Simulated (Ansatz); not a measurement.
# CdSe: the cost of one run

Program: Ansatz 0.2.0. G0W0, plane waves. Calculated at 0 K for a non-magnetic cell.

2 further runs of the same task are left out: 2 that didn't finish.

### 1 The structure to begin with

The cell was relaxed beforehand with r2SCAN.

It is cubic, F-43m (No. 216); conventional cell a = 6.136 Å, 28.87 Å³ an atom. Cd has 4 Se at 2.66 Å; Se has 4 Cd at 2.66 Å.

The structure in full:

```
CELL_PARAMETERS angstrom
0.00000 3.06778 3.06778
3.06778 0.00000 3.06778
3.06778 3.06778 0.00000
ATOMIC_POSITIONS crystal
Cd 0.00000 0.00000 0.00000
Se 0.25000 0.25000 0.25000
```

### 2 From HSE06, 150 empty bands, 100 eV

input.yaml reads:

```yaml
crystal:
  lattice:
    - [0.0, 3.0677809647, 3.0677809647]
    - [3.0677809647, 0.0, 3.0677809647]
    - [3.0677809647, 3.0677809647, 0.0]
  atoms:
    - { symbol: Cd, position: [0.0, 0.0, 0.0] }
    - { symbol: Se, position: [0.25, 0.25, 0.25] }
kpoints:
  mp_grid: { grid: [4, 4, 4] }
hamiltonian:
  xc: hse06
scf:
  occupations: { method: fixed }
gw:
  n_empty_bands: 150
  ecut_chi: 100
  qp_bands: [v1, c1]
  qp_kpoints: band_edges
  screening: { model: contour_deformation }
```

Launch:

```sh
ansatz run input.yaml --threads 4 --pin off --max-ram 3686MiB --backend cpu --events-out ev --progress --plain --runs-dir out
```

Q: Estimate wall time and peak memory on 4 threads of Arm Neoverse N1, shared host.

About 62 s, with a peak of 0.87 GiB.
